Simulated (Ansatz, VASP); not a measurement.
## Two plane-wave programs on SiN

```xyz
2
Lattice="0.0000 2.2335 2.2335 2.2335 0.0000 2.2335 2.2335 2.2335 0.0000" Properties=species:S:1:pos:R:3 pbc="T T T"
Si    0.0000    0.0000    0.0000
N     2.2335    2.2335    2.2335
```

Alike in both runs: task single point; functional PBE; k mesh 8 × 8 × 8; occupations gaussian, width 0.1 eV; no spin polarisation.

|  | VASP | Ansatz |
| --- | --- | --- |
| version | VASP 6.6.1 | Ansatz 0.2.0 |
| potentials or method | VASP PAW PBE potentials, release 64 (Si, N) | scalar-relativistic, plane waves, PAW |
| plane-wave cutoff (eV) | 520 | 420 |
| valence electrons in the cell | 9 | 9 |

```tsv
	VASP	Ansatz	Ansatz less VASP
gap on the k mesh at the Fermi level (eV)	none	none	-
pressure (GPa)	-20.5	-20.4	+0.03
```

A gap of «none» marks a metal or a gap that the smearing closes.

Caveats: so large a pressure means that the cell lies far from this level's equilibrium, or that cutoff or potentials fall short (VASP).
